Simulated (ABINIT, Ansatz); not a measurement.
# A GW chain in ABINIT: CdS (Greenockite)

Aim: the G0W0 gap of CdS (Greenockite) on PBE, step by step.

Program: ABINIT 10.8.3. Level of theory: PBE and many-body steps on it, plane waves. Results are calculated unless marked as measured.

The database entry behind the starting cell differs from later determinations by our own check (about 0.35 % long), so it need not match the best structure at ambient conditions.

### 1. Starting point

Symmetry: P6_3mc, No. 186, hexagonal system. The conventional cell has a = 4.150 Å, b = 4.150 Å, c = 6.737 Å, α = 90.00°, β = 90.00°, γ = 120.00°. Nearest to Cd lie 4 S at 2.53 to 2.54 Å. S has 4 Cd at 2.53 to 2.54 Å nearest. Farther neighbours and most contacts between anions are not listed.

The cell and positions come from the Crystallography Open Database and are kept as given unless a step says otherwise.

### 2. Ground state

This step: ABINIT 10.8.3; DFT, PBE, plane waves, norm-conserving pseudopotentials.

The ground-state density comes first.

run.abi reads:

```
acell 3*1.0 Angstrom
rprim 
  4.149999999997 0.000000000001 0.000000000000
  -2.074999999999 3.594005425702 0.000000000000
  0.000000000000 0.000000000000 6.737000000000
ntypat 2
znucl 48 16
natom 4
typat 1 1 2 2
xred 
  0.333333333333 0.666666666667 0.000000000000
  0.666666666667 0.333333333333 0.500000000000
  0.333333333333 0.666666666667 0.375000000000
  0.666666666667 0.333333333333 0.875000000000
pp_dirpath "pseudos"
pseudos "Cd.upf, S.upf"
ecut 47
ngkpt 3 3 4
nshiftk 1
shiftk 0 0 0
kptopt 1
chksymbreak 0
nband 32
occopt 1
tolvrs 1e-08
nstep 60
prtwf 0
optforces 0
optstress 0
indata_prefix "in"
outdata_prefix "out"
tmpdata_prefix "tmp"
```

On the command line:

```
OMP_NUM_THREADS=1 mpirun -n 4 abinit run.abi > log
```

Numbers of over 12 decimals in the logs are rounded to 6 here.

The log of the run:

```text
.Version 10.8.3 of ABINIT. v10.8.2 released Aug 2026.

 Symmetries : space group P6_3 m c (#186); Bravais hP (primitive hexag.)
================================================================================
 Values of the parameters that define the memory need of the present run
     intxc =       0    ionmov =       0      iscf =       7    lmnmax =       6
     lnmax =       6     mgfft =      80  mpssoang =       3    mqgrid =    3929
     natom =       4  nloc_mem =       1    nspden =       1   nspinor =       1
    nsppol =       1      nsym =      12    n1xccc =    2501    ntypat =       2
    occopt =       1   xclevel =       2
-    mband =          32        mffmem =           1         mkmem =           3
       mpw =       10458          nfft =      200000          nkpt =           9
================================================================================
  Rough estimation (10% accuracy) of disk space for files :
================================================================================

--------------------------------------------------------------------------------
------------- Echo of variables that govern the present computation ------------
--------------------------------------------------------------------------------
 -outvars: echo values of preprocessed input variables --------
            acell      1.8897261259E+00  1.8897261259E+00  1.8897261259E+00 Bohr

      chksymbreak           0
             ecut      4.70000000E+01 Hartree
-          fftalg         312

              ixc     -101130
              kpt      0.00000000E+00  0.00000000E+00  0.00000000E+00
                       3.33333333E-01  0.00000000E+00  0.00000000E+00
                       3.33333333E-01  3.33333333E-01  0.00000000E+00
                       0.00000000E+00  0.00000000E+00  2.50000000E-01
                       3.33333333E-01  0.00000000E+00  2.50000000E-01
                       3.33333333E-01  3.33333333E-01  2.50000000E-01
                       0.00000000E+00  0.00000000E+00  5.00000000E-01
                       3.33333333E-01  0.00000000E+00  5.00000000E-01
                       3.33333333E-01  3.33333333E-01  5.00000000E-01
         kptrlatt        3    0    0      0    3    0      0    0    4
          kptrlen      2.35270903E+01
P           mkmem           3
            natom           4
            nband          32
            ngfft          50      50      80
             nkpt           9
            nstep          60
             nsym          12
           ntypat           2
              occ      2.000000  2.000000  2.000000  2.000000  2.000000  2.000000
                       2.000000  2.000000  2.000000  2.000000  2.000000  2.000000
                       2.000000  2.000000  2.000000  2.000000  2.000000  2.000000
                       2.000000  2.000000  2.000000  2.000000  2.000000  2.000000
                       2.000000  2.000000  0.000000  0.000000  0.000000  0.000000
                       0.000000  0.000000
        optforces           0
        optstress           0
            prtwf           0
            rprim      4.1500000000E+00  1.0000000000E-12  0.0000000000E+00
                      -2.0750000000E+00  3.5940054257E+00  0.0000000000E+00
                       0.0000000000E+00  0.0000000000E+00  6.7370000000E+00
          spgroup         186

           tolvrs      1.00000000E-08

             xred      3.3333333333E-01  6.6666666667E-01  0.0000000000E+00
[...]
znucl       48.00000   16.00000

================================================================================

 chkinp: Checking input parameters for consistency.

================================================================================
== DATASET  1 ==================================================================
-   mpi_nproc: 4, omp_nthreads: 1 (-1 if OMP is not activated)

--- !DatasetInfo
iteration_state: {dtset: 1, }
dimensions: {natom: 4, nkpt: 9, mband: 32, nsppol: 1, nspinor: 1, nspden: 1, mpw: 10458, }
cutoff_energies: {ecut:  47.0, pawecutdg:  -1.0, }
electrons: {nelect:   5.20000000E+01, charge:   0.00000000E+00, occopt:   1.00000000E+00, tsmear:   1.00000000E-02, }

 Real(R)+Recip(G) space primitive vectors, cartesian coordinates (Bohr,Bohr^-1):
 R(1)=  7.8423634  0.0000000  0.0000000  G(1)=  0.1275126  0.0736194  0.0000000
 R(2)= -3.9211817  6.7916859  0.0000000  G(2)=  0.0000000  0.1472388  0.0000000
 R(3)=  0.0000000  0.0000000 12.7310849  G(3)=  0.0000000  0.0000000  0.0785479
 Unit cell volume ucvol=  6.7809411E+02 bohr^3
 Angles (23,13,12)=  9.00000000E+01  9.00000000E+01  1.20000000E+02 degrees

 getcut: wavevector=  0.0000  0.0000  0.0000  ngfft=  50  50  80
         ecut(hartree)=     47.000   => boxcut(ratio)=   2.03615

--- Pseudopotential description ------------------------------------------------
- Cd Generated using ONCVPSP code by D. R. Hamann
- 48.00000  20.00000  171031                  znucl, zion, pspdat
12 -101130 2 -1 1368                          pspcod,pspxc,lmax,lloc,mmax
     nproj     2     2     2
  pspatm : epsatm=   23.16453630
         --- l  ekb(1:nproj) -->
[...]
pspatm: atomic psp has been read  and splines computed

- S Generated using ONCVPSP code by D. R. Hamann
- 16.00000   6.00000  171031                  znucl, zion, pspdat
12 -101130 2 -1 1146                          pspcod,pspxc,lmax,lloc,mmax
     nproj     2     2     2
  pspatm : epsatm=    9.01821529
         --- l  ekb(1:nproj) -->
[...]
pspatm: atomic psp has been read  and splines computed

   3.34700617E+03                                ecore*ucvol(ha*bohr**3)
--------------------------------------------------------------------------------

_setup2: Arith. and geom. avg. npw (full set) are   10433.861   10433.852

================================================================================

--- !BeginCycle
iteration_state: {dtset: 1, }
solver: {iscf: 7, nstep: 60, nline: 4, wfoptalg: 0, }
tolerances: {tolvrs: 1.00E-08, }

     iter   Etot(hartree)      deltaE(h)  residm     vres2
 ETOT  1  -367.30567352792    -3.673E+02 2.126E+00 1.340E+04
 ETOT  2  -369.94154978681    -2.636E+00 4.641E-02 2.174E+04
 ETOT  3  -372.48329007524    -2.542E+00 1.449E-02 2.859E+03
 ETOT  4  -372.70873004552    -2.254E-01 1.904E-02 1.029E+03
 ETOT  5  -372.81274316772    -1.040E-01 1.922E-02 1.458E+02
 ETOT  6  -372.83051020116    -1.777E-02 2.959E-03 5.248E-01
 ETOT  7  -372.83030987247     2.003E-04 3.011E-03 2.634E+00
 ETOT  8  -372.83064778223    -3.379E-04 7.972E-04 3.954E-02
 ETOT  9  -372.83065005669    -2.274E-06 1.328E-03 2.404E-02
 ETOT 10  -372.83065328813    -3.231E-06 1.959E-04 2.885E-05
 ETOT 11  -372.83065329532    -7.193E-09 1.334E-03 4.702E-07
 ETOT 12  -372.83065329541    -8.919E-11 2.004E-04 3.563E-08
 ETOT 13  -372.83065329545    -4.121E-11 3.770E-04 3.029E-09

 At SCF step   13       vres2   =  3.03E-09 < tolvrs=  1.00E-08 =>converged.

--- !ResultsGS
iteration_state: {dtset: 1, }
comment   : Summary of ground state results
lattice_vectors:
- [  7.8423634,   0.0000000,   0.0000000, ]
- [ -3.9211817,   6.7916859,   0.0000000, ]
- [  0.0000000,   0.0000000,  12.7310849, ]
lattice_lengths: [   7.84236,    7.84236,   12.73108, ]
lattice_angles: [ 90.000,  90.000, 120.000, ] # degrees, (23, 13, 12)
lattice_volume:   6.7809411E+02
convergence: {deltae: -4.121E-11, res2:  3.029E-09, residm:  3.770E-04, diffor:  0.000E+00, }
etotal    :  -3.72830653E+02
entropy   :   0.00000000E+00
fermie    :   1.56514680E-01
cartesian_stress_tensor: null
pressure_GPa: null
xred      :
- [  3.3333E-01,   6.6667E-01,   0.0000E+00, Cd]
- [  6.6667E-01,   3.3333E-01,   5.0000E-01, Cd]
- [  3.3333E-01,   6.6667E-01,   3.7500E-01,  S]
- [  6.6667E-01,   3.3333E-01,   8.7500E-01,  S]
cartesian_forces: null
force_length_stats: {min: null, max: null, mean: null, }

 Integrated electronic density in atomic spheres:
 ------------------------------------------------
 Atom  Sphere_radius  Integrated_density
[...]
4        2.00000          3.91657952
================================================================================

 ----iterations are completed or convergence reached----

 Mean square residual over all n,k,spin=   19.554E-07; max=  37.696E-05
 reduced coordinates (array xred) for    4 atoms
       0.333333333333      0.666666666667      0.000000000000
       0.666666666667      0.333333333333      0.500000000000
       0.333333333333      0.666666666667      0.375000000000
       0.666666666667      0.333333333333      0.875000000000
 rms dE/dt=  0.0000E+00; max dE/dt=  0.0000E+00; dE/dt below (all hartree)
    1       0.000000000000      0.000000000000      0.000000000000
    2       0.000000000000      0.000000000000      0.000000000000
    3       0.000000000000      0.000000000000      0.000000000000
    4       0.000000000000      0.000000000000      0.000000000000

 cartesian coordinates (angstrom) at end:
    1     -3.3e-13     2.396004     0.000000
    2      2.075000     1.198002     3.368500
    3     -3.3e-13     2.396004     2.526375
    4      2.075000     1.198002     5.894875
 length scales=  1.889726125908  1.889726125908  1.889726125908 bohr
              =  1.000000000000  1.000000000000  1.000000000000 angstroms
 prteigrs : about to open file out_EIG
 Fermi (or HOMO) energy (hartree) =   0.15651   Average Vxc (hartree)=  -0.34087
 Eigenvalues (hartree) for nkpt=   9  k points:
 kpt#   1, nband= 32, wtk=  0.02778, kpt=  0.0000  0.0000  0.0000 (reduced coord)
  -3.56875   -3.56875   -2.13798   -2.13796   -2.13786   -2.13786   -2.13785   -2.13785
  -0.29514   -0.27942   -0.12671   -0.12578   -0.12578   -0.12266   -0.12266   -0.11137
  -0.11137   -0.10811   -0.10811   -0.09572   -0.00312    0.12868    0.12868    0.15463
   0.15651    0.15651    0.19970    0.25808    0.39306    0.39306    0.40510    0.43361
 prteigrs : prtvol=0 or 1, do not print more k-points.

--- !EnergyTerms
iteration_state     : {dtset: 1, }
comment             : Components of total free energy in Hartree
kinetic             :  1.30808993808087E+02
hartree             :  1.31110141490478E+02
xc                  : -5.48465640809541E+01
Ewald energy        : -1.97799265838709E+02
psp_core            :  4.93590210809704E+00
local_psp           : -3.98525984945661E+02
non_local_psp       :  1.14861241632070E+01
total_energy        : -3.72830653295455E+02
total_energy_eV     : -1.01452389111641E+04
band_energy         : -4.23178547728840E+01

== END DATASET(S) ==============================================================
================================================================================

 -outvars: echo values of variables after computation  --------
           etotal     -3.7283065330E+02
            nband          32
             nkpt           9
          spgroup         186
 [... the other variables as echoed above ...]

 Calculation completed.
```

Run time: 54 s. Hardware: 4 MPI ranks of Arm Neoverse V1, shared host; peak memory 0.46 GiB; 3.6 min of CPU time.

Numbers from this step:

| Quantity | Value |
| --- | --- |
| total energy | -10145.2389 eV |
| gap | 1.175 eV |
| k of the valence top | 0, 0, 0 |
| k of the conduction bottom | 0, 0, 0 |
| least direct gap | 1.175 eV |

The gap is direct, at Γ.

(Continued in part 2 of 3.)

[Paths, hosts, dates, memory and timing lines, banners, echoed tables and standing remarks are left out of the program output.]

[Logs are printed without paths, hosts, clocks, repeated set-up lines and the standing remarks that a program may print on its own settings, such as how far it seeks lower states.]

[Runs of the session that timed out or met a known fault of the program may be left out.]

[Hosts, paths, dates, database ids (printed as entryN), source tags and the programs' standing remarks are cut or masked in the printed files.]

[G0W0 gaps are taken among the corrected bands and points alone; a level outside them can change the order at an edge.]

[Where Ansatz stands beside ABINIT at settings called matched, ABINIT's density can come from a denser mesh and the files from another edition; pairs whose starting gaps differed by over 0.03 eV were left out, so agreement reads better than it is.]
